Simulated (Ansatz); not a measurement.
A relaxed cell of Al2Cu is given with its symmetry left out. It was relaxed at this level from a cell as deposited in COD.

Method: Ansatz 0.2.0, DFT PBE, scalar-relativistic, plane waves, PAW. Cutoff 420 eV, Γ-centred mesh, Gaussian smearing, no spin polarisation.

```
Al Cu
1.0
    -3.02619    3.02619    2.44162
     3.02619   -3.02619    2.44162
     3.02619    3.02619   -2.44162
Al Cu
4 2
Direct
  0.15872 0.65872 0.81744
  0.65872 0.84128 0.50000
  0.84128 0.34128 0.18256
  0.34128 0.15872 0.50000
  0.75000 0.75000 0.00000
  0.25000 0.25000 0.00000
```

The zero of energy is the elements' standard structures at the same level; no fitted shifts are applied.

(1) Find its symmetry and describe it.

(2) How far does it lie from the elements in energy?

(3) Is it a metal?

Answers

(1) I4/mcm (No. 140). Conventional cell: a = 6.052 Å, c = 4.883 Å. Around Al lie 4 Cu at 2.58 Å, 1 Al at 2.72 Å, 2 Al at 2.90 Å and 8 Al at 3.11–3.22 Å; Cu has 2 Cu at 2.44 Å and 8 Al at 2.58 Å.

(2) −0.16 eV/atom.

(3) Yes, bands cross the Fermi level on the 10×10×10 mesh.

The last run used a 10×10×10 mesh for its 6-atom cell and Gaussian smearing of 0.10 eV. A later test with randomly moved atoms came back to the same energy, though modes that don't fit the test's cell weren't probed. Another cell of Al2Cu relaxed alike, in Fm-3m (a Materials Project cell), lies 23 meV/atom lower, so this cell isn't the stable form at this level.
